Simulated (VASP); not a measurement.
# TePb (Fm-3m) in VASP: a series of runs

The runs below take TePb through relaxation of the atoms, relaxation of cell and atoms, single point, with LDA, r2SCAN, PBEsol.

Program: VASP 6.6.1. These are calculated values, not measurements. Logs are shortened: lines on timing, memory, paths and dates and some standing lists are left out, and cuts for length are marked.

**The experiment to reproduce.**

A printed reference work, monograph reports, for a bulk crystal of TePb at 4.2 K: band gap 0.19 eV (direct).

How close the calculation comes is told below.

## (1) Starting point

The structure is cubic, space group Fm-3m (No. 225). The conventional cell has a = 6.462 Å, b = 6.462 Å, c = 6.462 Å, α = 90.00°, β = 90.00°, γ = 90.00°. Te (site symmetry m-3m) has 6 Pb at 3.23 Å as nearest neighbours. Around Pb (site symmetry m-3m) lie 6 Te at 3.23 Å.

## (2) Relaxation of the atoms, LDA (a relaxed cell with its volume scaled by 1.06)

The input, INCAR:

```
PREC     = Accurate       # precision mode
ENCUT    = 600            # plane-wave cutoff, eV
EDIFF    = 1E-7           # SCF threshold, eV
ISMEAR   = 0              # smearing method
SIGMA    = 0.03           # smearing width, eV
LREAL    = F              # projectors in reciprocal space
LASPH    = T              # aspherical terms in the spheres
NELM     = 80             # most SCF steps
ALGO     = Normal         # electronic algorithm
ISIF     = 2              # what is computed and relaxed
LWAVE    = F              # write WAVECAR
LCHARG   = F              # write CHGCAR
GGA      = CA             # functional
IBRION   = 2              # ionic algorithm
NSW      = 40             # ionic steps
EDIFFG   = -0.01          # ionic threshold
```

The input, KPOINTS:

```
regular mesh
0
Gamma
  8 8 8
```

The input, POSCAR:

```
TePb                                    
1.0
    0.0000000000      3.2554043779      3.2554043779
    3.2554043779      0.0000000000      3.2554043779
    3.2554043779      3.2554043779      0.0000000000
  Te              Pb            
     1     1
Direct
     0.5000000000000000    0.5000000000000000    0.5000000000000000
     0.0000000000000000    0.0000000000000000    0.0000000000000000
```

Potentials or basis: VASP PAW LDA potentials, release 64 (Te, Pb_d).

Command:

```
$ cat potpaw_LDA.64/Te/POTCAR potpaw_LDA.64/Pb_d/POTCAR > POTCAR
$ mpirun -np 1 vasp_std > vasp.out
```

OUTCAR:

```text
PREC = Accurate
   ENCUT = 600
   EDIFF = 1E-7
   ISMEAR = 0
   LREAL = F
   LASPH = T
   NELM = 80
   ISIF = 2
   GGA = CA
   IBRION = 2
   NSW = 40
   EDIFFG = -0.01

 ion  position               nearest neighbor table
   1  0.500  0.500  0.500-   2 3.26   2 3.26   2 3.26   2 3.26   2 3.26   2 3.26
   2  0.000  0.000  0.000-   1 3.26   1 3.26   1 3.26   1 3.26   1 3.26   1 3.26

  LATTYP: Found a face centered cubic cell.
 ALAT       =     6.5108087558

  Lattice vectors:

 A1 = (   0.0000000000,   3.2554043779,   3.2554043779)
 A2 = (   3.2554043779,   0.0000000000,   3.2554043779)
 A3 = (   3.2554043779,   3.2554043779,   0.0000000000)

Analysis of symmetry for initial positions (statically):
=====================================================================
 Subroutine PRICEL returns:
 Original cell was already a primitive cell.

 Routine SETGRP: Setting up the symmetry group for a
 face centered cubic supercell.

 Subroutine GETGRP returns: Found 48 space group operations
 (whereof 48 operations were pure point group operations)
 out of a pool of 48 trial point group operations.

The static configuration has the point symmetry O_h .

Analysis of symmetry for dynamics (positions and initial velocities):
=====================================================================
 Subroutine PRICEL returns:
 Original cell was already a primitive cell.

 Routine SETGRP: Setting up the symmetry group for a
 face centered cubic supercell.

 Subroutine GETGRP returns: Found 48 space group operations
 (whereof 48 operations were pure point group operations)
 out of a pool of 48 trial point group operations.

The dynamic configuration has the point symmetry O_h .

 Subroutine INISYM returns: Found 48 space group operations
 (whereof 48 operations are pure point group operations),
 and found     1 'primitive' translations

----------------------------------------------------------------------------------------

                                     Primitive cell

  volume of cell :      68.9993

  direct lattice vectors                    reciprocal lattice vectors
     0.000000000  3.255404378  3.255404378    -0.153590750  0.153590750  0.153590750
     3.255404378  0.000000000  3.255404378     0.153590750 -0.153590750  0.153590750
     3.255404378  3.255404378  0.000000000     0.153590750  0.153590750 -0.153590750

  length of vectors
     4.603837022  4.603837022  4.603837022     0.266026983  0.266026983  0.266026983

  position of ions in fractional coordinates (direct lattice)
     0.500000000  0.500000000  0.500000000
     0.000000000  0.000000000  0.000000000

  ion indices of the primitive-cell ions
   primitive index   ion index
                 1           1
                 2           2

----------------------------------------------------------------------------------------

 KPOINTS: regular mesh

Automatic generation of k-mesh.
 Grid dimensions read from file:
 generate k-points for:    8    8    8

 Generating k-lattice:

  Cartesian coordinates                     Fractional coordinates (reciprocal lattice)
    -0.019198844  0.019198844  0.019198844     0.125000000  0.000000000  0.000000000
     0.019198844 -0.019198844  0.019198844     0.000000000  0.125000000  0.000000000
     0.019198844  0.019198844 -0.019198844     0.000000000  0.000000000  0.125000000

  Length of vectors
     0.033253373  0.033253373  0.033253373

  Shift w.r.t. Gamma in fractional coordinates (k-lattice)
     0.000000000  0.000000000  0.000000000

 Subroutine IBZKPT returns following result:
 ===========================================

 Found     29 irreducible k-points:

 Following reciprocal coordinates:
            Coordinates               Weight
  0.000000  0.000000  0.000000      1.000000
  0.125000  0.000000  0.000000      8.000000
  0.250000  0.000000  0.000000      8.000000
  0.375000  0.000000  0.000000      8.000000
  0.500000  0.000000  0.000000      4.000000
  0.125000  0.125000  0.000000      6.000000
[... 16 lines left out ...]
  0.500000  0.250000  0.125000     48.000000
[... 42 lines left out ...]

 E-fermi :   5.3093     XC(G=0):  -9.4762

 val. band max:        5.1166648323   @ k =   0.5000   0.0000   0.0000
 cond. band min:       5.7969356443   @ k =   0.5000   0.0000   0.0000
 fundamental gap:      0.6802708120
 Fermi energy:         5.3093266261

 k-point     1 :       0.0000    0.0000    0.0000
  band No.  band energies     occupation
      1     -11.5081      2.00000
      2     -11.5081      2.00000
      3     -11.4961      2.00000
      4     -11.4961      2.00000
      5     -11.4961      2.00000
      6      -6.7472      2.00000
      7      -0.6068      2.00000
      8       3.8641      2.00000
      9       3.8641      2.00000
     10       3.8641      2.00000
     11       9.0854      0.00000
     12       9.0854      0.00000
     13       9.0854      0.00000
     14      10.9534      0.00000

 k-point     2 :       0.1250    0.0000    0.0000
  band No.  band energies     occupation
      1     -11.5097      2.00000
      2     -11.5097      2.00000
      3     -11.4957      2.00000
      4     -11.4941      2.00000
      5     -11.4941      2.00000
      6      -6.6177      2.00000
      7      -1.0032      2.00000
      8       3.9039      2.00000
      9       3.9039      2.00000
     10       4.0762      2.00000
     11       8.3325      0.00000
     12       8.5232      0.00000
     13       8.5232      0.00000
     14      10.7721      0.00000

 k-point     3 :       0.2500    0.0000    0.0000
  band No.  band energies     occupation
      1     -11.5143      2.00000
      2     -11.5143      2.00000
      3     -11.4948      2.00000
      4     -11.4886      2.00000
      5     -11.4886      2.00000
      6      -6.2458      2.00000
      7      -1.9121      2.00000
      8       4.0273      2.00000
      9       4.0273      2.00000
     10       4.4816      2.00000
     11       7.1755      0.00000
     12       7.5334      0.00000
     13       7.5334      0.00000
     14      11.0565      0.00000
[... 324 lines left out ...]
 k-point    23 :       0.5000    0.2500    0.1250
  band No.  band energies     occupation
      1     -11.5327      2.00000
      2     -11.5128      2.00000
      3     -11.4936      2.00000
      4     -11.4834      2.00000
      5     -11.4797      2.00000
      6      -5.4710      2.00000
      7      -2.8015      2.00000
      8       2.4289      2.00000
      9       3.0839      2.00000
     10       4.4624      2.00000
     11       6.7902      0.00000
     12       8.1307      0.00000
     13       9.3107      0.00000
     14      10.9035      0.00000

 k-point    24 :      -0.3750    0.2500    0.1250
  band No.  band energies     occupation
      1     -11.5342      2.00000
      2     -11.5150      2.00000
      3     -11.4903      2.00000
      4     -11.4851      2.00000
      5     -11.4776      2.00000
      6      -5.1941      2.00000
      7      -3.1484      2.00000
      8       2.4614      2.00000
      9       2.6582      2.00000
     10       4.7093      2.00000
     11       6.4117      0.00000
     12       8.6064      0.00000
     13       9.0454      0.00000
     14      11.9226      0.00000

 [... further k-points ...]
[... 5 lines left out ...]
  --------------------------------------------------------------------------------------
  -------------------------------------------------------------------------------------
  Total       -1.0797921     -1.0797921     -1.0797921      0.0000000      0.0000000     -0.0000000
  in kB      -25.0729772    -25.0729772    -25.0729772      0.0000000      0.0000000     -0.0000000
  external PRESSURE =     -25.0729772 kB  Pullay stress =       0.0000000 kB

 VOLUME and BASIS-vectors are now :
 -----------------------------------------------------------------------------
  energy-cutoff  :      600.00
  volume of cell :       69.00
      direct lattice vectors                 reciprocal lattice vectors
     0.000000000  3.255404378  3.255404378    -0.153590750  0.153590750  0.153590750
     3.255404378  0.000000000  3.255404378     0.153590750 -0.153590750  0.153590750
     3.255404378  3.255404378  0.000000000     0.153590750  0.153590750 -0.153590750

 POSITION                                       TOTAL-FORCE (eV/Angst)
 -----------------------------------------------------------------------------------
      3.25540      3.25540      3.25540         0.000000      0.000000      0.000000
      0.00000      0.00000      0.00000        -0.000000     -0.000000     -0.000000
 -----------------------------------------------------------------------------------
    total drift:                                0.000000     -0.000000     -0.000000

  FREE ENERGIE OF THE ION-ELECTRON SYSTEM (eV)
  ---------------------------------------------------
  free  energy   TOTEN  =        -8.7429451368 eV

  energy  without entropy=       -8.7429451368  energy(sigma->0) =       -8.74294514

 reached required accuracy - stopping structural energy minimisation
```

It took 23 s on 1 thread of AMD EPYC 9R45 (Zen 5), shared host; peak memory 0.18 GiB.

Results:

```
Free energy             : -8.7429 eV
Pressure after relaxing : -2.5 GPa
Band gap on the k mesh  : 0.68 eV, direct
```

Final structure:
```
Te Pb
1.0
     0.00000    3.25540    3.25540
     3.25540    0.00000    3.25540
     3.25540    3.25540    0.00000
Te Pb
1 1
Direct
  0.50000 0.50000 0.50000
  0.00000 0.00000 0.00000
```

Caveat: the relaxation stopped at its first step, so nothing moved; spin-orbit coupling is left out, which as a rule narrows the gap of such compounds by several tenths of an eV.

## (3) Relaxation of cell and atoms, r2SCAN

The input, INCAR:

```
SYSTEM = TePb
  PREC = Accurate
  ENCUT = 600
  EDIFF = 1E-6
  ISMEAR = 0
  SIGMA = 0.03
  LREAL = .False.
  LASPH = .True.
  NELM = 80
  ALGO = Normal
  ISIF = 3
  LWAVE = .False.
  LCHARG = .False.
  METAGGA = R2SCAN
  LMIXTAU = .True.
  IBRION = 2
  NSW = 90
  EDIFFG = -0.01
```

The input, KPOINTS:

```
regular mesh
0
Gamma
  8 8 8
  0 0 0
```

The input, POSCAR:

```
TePb
1.0
    0.0000000000      3.2310000000      3.2310000000
    3.2310000000      0.0000000000      3.2310000000
    3.2310000000      3.2310000000      0.0000000000
Te Pb
1 1
Direct
    0.5000000000      0.5000000000      0.5000000000
    0.0000000000      0.0000000000      0.0000000000
```

Potentials or basis: VASP PAW PBE potentials, release 64 (Te, Pb_d).

Command:

```
$ cat potpaw_PBE.64/Te/POTCAR potpaw_PBE.64/Pb_d/POTCAR > POTCAR
$ mpirun -np 1 vasp_std > vasp.out
```

It took 3.7 min on 1 thread of Intel Xeon 6975P-C (Granite Rapids), shared host; peak memory 0.28 GiB.

It converged, with:

```yaml
Free_energy: -82.7064 eV
Relaxed_volume: 34.89 Å³/atom
Relaxed_cell: a = 4.621 Å, b = 4.621 Å, c = 4.621 Å, α = 60.00°, β = 60.00°, γ = 60.00°
Space_group_after_relaxing_to_0.05_Å: Fm-3m (No. 225)
Energy_gained_by_relaxing: 5.4 meV/atom
Ionic_steps: 3
Pressure_after_relaxing: 0.0 GPa
Band_gap_on_the_k_mesh: 1.09 eV, direct
```

Step by step:
```tsv
step	energy change (eV)	largest force (eV/Å)	pressure (GPa)	volume (Å³)
1	0.0000	0.0000	1.55	67.46
2	-0.0094	0.0000	-0.53	70.69
3	-0.0109	0.0000	0.01	69.78
```

Final structure:
```yaml
crystal:
  lattice:
    - [0.00000, 3.26764, 3.26764]
    - [3.26764, 0.00000, 3.26764]
    - [3.26764, 3.26764, 0.00000]
  atoms:
    - { symbol: Te, position: [0.50000, 0.50000, 0.50000] }
    - { symbol: Pb, position: [0.00000, 0.00000, 0.00000] }
```

Levels at points of the mesh, in eV from the valence-band top:
```tsv
k point	band 6	band 7	band 8	band 9	band 10	band 11	band 12	band 13	band 14
(0.00, 0.00, 0.00)	-12.22	-5.72	-1.35	-1.35	-1.35	4.32	4.32	4.32	6.27
(0.50, 0.00, 0.00)	-10.80	-8.71	-0.90	-0.90	0.00	1.09	1.51	1.51	8.91
(0.50, 0.50, 0.00)	-10.56	-7.44	-4.41	-2.76	-2.76	3.74	5.71	5.71	6.97
```

Caveat: the PAW data sets were made with another functional, which shifts forces and pressure a little; spin-orbit coupling is left out, which as a rule narrows the gap of such compounds by several tenths of an eV.

## (4) Relaxation of cell and atoms, r2SCAN

This run uses another cell than the first one, of 34.89 Å³/atom, 1.034 times its volume.

Edit INCAR of step 3 so:

```diff
@@ -3,3 +3,3 @@
   ENCUT = 600
-  EDIFF = 1E-6
+  EDIFF = 1E-7
   ISMEAR = 0
@@ -17,2 +17,2 @@
   NSW = 90
-  EDIFFG = -0.01
+  EDIFFG = -0.005
```

KPOINTS is that of step 3.

The input, POSCAR:

```
TePb                                    
1.0
    0.0000000000      3.2676419678      3.2676419678
    3.2676419678     -0.0000000000      3.2676419678
    3.2676419678      3.2676419678      0.0000000000
  Te              Pb            
     1     1
Direct
     0.5000000000000000    0.5000000000000000    0.5000000000000000
     0.0000000000000000    0.0000000000000000    0.0000000000000000
```

Command:

```
$ cat potpaw_PBE.64/Te/POTCAR potpaw_PBE.64/Pb_d/POTCAR > POTCAR
$ mpirun -np 1 vasp_std > vasp.out
```

It took 2.1 min on 1 thread of Intel Xeon 6975P-C (Granite Rapids), shared host; peak memory 0.27 GiB.

Results (log left out):

```
Free energy             : -82.7067 eV
Pressure after relaxing : 0.0 GPa
Band gap on the k mesh  : 1.09 eV, direct
```

Final structure:
```
Te Pb
1.0
     0.00000    3.26764    3.26764
     3.26764    0.00000    3.26764
     3.26764    3.26764    0.00000
Te Pb
1 1
Direct
  0.50000 0.50000 0.50000
  0.00000 0.00000 0.00000
```

Levels at points of the mesh, in eV from the valence-band top:
```csv
k point,band 8,band 9,band 10,band 11,band 12,band 13
"(0.00, 0.00, 0.00)",-1.35,-1.35,-1.35,4.32,4.32,4.32
"(0.50, 0.00, 0.00)",-0.90,-0.90,0.00,1.09,1.51,1.51
"(0.50, 0.50, 0.00)",-4.41,-2.76,-2.76,3.74,5.71,5.71
```

Caveat: the relaxation stopped at its first step, so nothing moved; the PAW data sets were made with another functional, which shifts forces and pressure a little; spin-orbit coupling is left out, which as a rule narrows the gap of such compounds by several tenths of an eV. A k mesh can miss the band edges.

## (5) Single point, PBEsol

The input, INCAR:

```
SYSTEM = TePb
  ALGO = Normal
  EDIFF = 1E-7
  ENCUT = 520
  GGA = PS
  ISIF = 2
  ISMEAR = 0
  KPAR = 4
  LASPH = .TRUE.
  LCHARG = .FALSE.
  LREAL = .FALSE.
  LWAVE = .FALSE.
  NELM = 80
  PREC = Accurate
  SIGMA = 0.03
```

The input, KPOINTS:

```
k-points
0
G
  6 6 6
  0 0 0
```

The input, POSCAR:

```
TePb
1.0
    0.0000000000      3.2310000000      3.2310000000
    3.2310000000      0.0000000000      3.2310000000
    3.2310000000      3.2310000000      0.0000000000
Te Pb
1 1
Direct
    0.5000000000      0.5000000000      0.5000000000
    0.0000000000      0.0000000000      0.0000000000
```

Command:

```
$ cat potpaw_PBE.64/Te/POTCAR potpaw_PBE.64/Pb_d/POTCAR > POTCAR
$ mpirun -np 4 vasp_std > vasp.out
```

Wall time 4.8 s (4 MPI ranks of AMD EPYC 9R45 (Zen 5), shared host); peak memory 0.19 GiB.

It converged, with:

* Free energy: -8.2594 eV
* Pressure: -0.4 GPa
* Band gap on the k mesh: 0.67 eV, direct

Levels at points of the mesh, in eV from the valence-band top:
```csv
k point,band 7,band 8,band 9,band 10,band 11,band 12,band 13,band 14
"(0.00, 0.00, 0.00)",-5.61,-1.33,-1.33,-1.33,4.06,4.06,4.06,5.76
"(0.50, 0.00, 0.00)",-8.60,-0.87,-0.87,0.00,0.67,1.25,1.25,8.29
"(0.50, 0.50, 0.00)",-7.31,-4.52,-2.80,-2.80,3.21,5.46,5.46,6.68
```

Caveat: the PAW data sets were made with another functional, which shifts forces and pressure a little; spin-orbit coupling is left out, which as a rule narrows the gap of such compounds by several tenths of an eV.

## (6) Single point, LDA

The input, INCAR:

```
SYSTEM = TePb
PREC     = Accurate       ! precision mode
ENCUT    = 520            ! plane-wave cutoff, eV
EDIFF    = 1E-7           ! SCF threshold, eV
ISMEAR   = 0              ! smearing method
SIGMA    = 0.03           ! smearing width, eV
LREAL    = .False.        ! projectors in reciprocal space
LASPH    = .True.         ! aspherical terms in the spheres
NELM     = 80             ! most SCF steps
ALGO     = Fast           ! electronic algorithm
ISIF     = 2              ! what is computed and relaxed
LWAVE    = .False.        ! write WAVECAR
LCHARG   = .False.        ! write CHGCAR
NBANDS   = 17             ! bands
KPAR     = 4
```

The input, KPOINTS:

```
Automatic mesh
0
Gamma
  6 6 6
  0 0 0
```

POSCAR is that of step 5.

Potentials or basis: VASP PAW LDA potentials, release 64 (Te, Pb_d).

Command:

```
$ cat potpaw_LDA.64/Te/POTCAR potpaw_LDA.64/Pb_d/POTCAR > POTCAR
$ mpirun -np 4 vasp_std > vasp.out
```

It took 11 s on 4 MPI ranks of Intel Xeon Platinum 8259CL at 2.50GHz (Skylake/Cascade Lake), shared host; peak memory 0.17 GiB.

Results (log left out):

```yaml
Free_energy: -8.7637 eV
Pressure: -1.6 GPa
Band_gap_on_the_k_mesh: 0.64 eV, direct
```

Levels at points of the mesh, in eV from the valence-band top:
| k point | band 7 | band 8 | band 9 | band 10 | band 11 | band 12 | band 13 | band 14 |
| --- | --- | --- | --- | --- | --- | --- | --- | --- |
| (0.00, 0.00, 0.00) | -5.67 | -1.34 | -1.34 | -1.34 | 3.99 | 3.99 | 3.99 | 5.78 |
| (0.50, 0.00, 0.00) | -8.63 | -0.87 | -0.87 | 0.00 | 0.64 | 1.21 | 1.21 | 8.30 |
| (0.50, 0.50, 0.00) | -7.35 | -4.52 | -2.81 | -2.81 | 3.25 | 5.39 | 5.39 | 6.61 |

Caveat: spin-orbit coupling is left out, which as a rule narrows the gap of such compounds by several tenths of an eV.

## (7) Summary

```csv
task,level,potentials or basis,cell,k mesh,cutoff (eV),gap on the mesh (eV),pressure (GPa)
relaxation of the atoms,LDA,"VASP PAW LDA potentials, release 64 (Te, Pb_d)",atoms relaxed from: a relaxed cell with its volume scaled by 1.06,8 × 8 × 8,600,0.68,-2.5
relaxation of cell and atoms,r2SCAN,"VASP PAW PBE potentials, release 64 (Te, Pb_d)",relaxed,8 × 8 × 8,600,1.09,0.0
single point,PBEsol,"VASP PAW PBE potentials, release 64 (Te, Pb_d)","Fm-3m, 33.73 Å³/atom",6 × 6 × 6,520,0.67,-0.4
single point,LDA,"VASP PAW LDA potentials, release 64 (Te, Pb_d)","Fm-3m, 33.73 Å³/atom",6 × 6 × 6,520,0.64,-1.6
```

Alike in all rows: no spin polarisation; smearing gaussian 0.03 eV.

Caveats: spin-orbit coupling is left out, which as a rule narrows the gap of such compounds by several tenths of an eV; the relaxation stopped at its first step, so nothing moved (some runs); the PAW data sets were made with another functional, which shifts forces and pressure a little (some runs).

Absolute energies hang on the potentials; compare differences alone.

## (8) How close it comes

Step 5. Against the measured gap of TePb, 0.19 eV (direct; 4.2 K; a printed reference work, monograph), the calculated 0.67 eV is off by +0.48 eV. Spin-orbit coupling on Pb, Te is left out. The value is that of PBEsol on a finite k mesh, which can miss the band edges, without temperature or zero-point motion.

Step 6. A measured gap of TePb is 0.19 eV (direct; 4.2 K; a printed reference work, monograph); the calculated 0.64 eV misses it by +0.45 eV. Spin-orbit coupling on Pb, Te is left out. The value is that of LDA on a finite k mesh, which can miss the band edges, without temperature or zero-point motion.
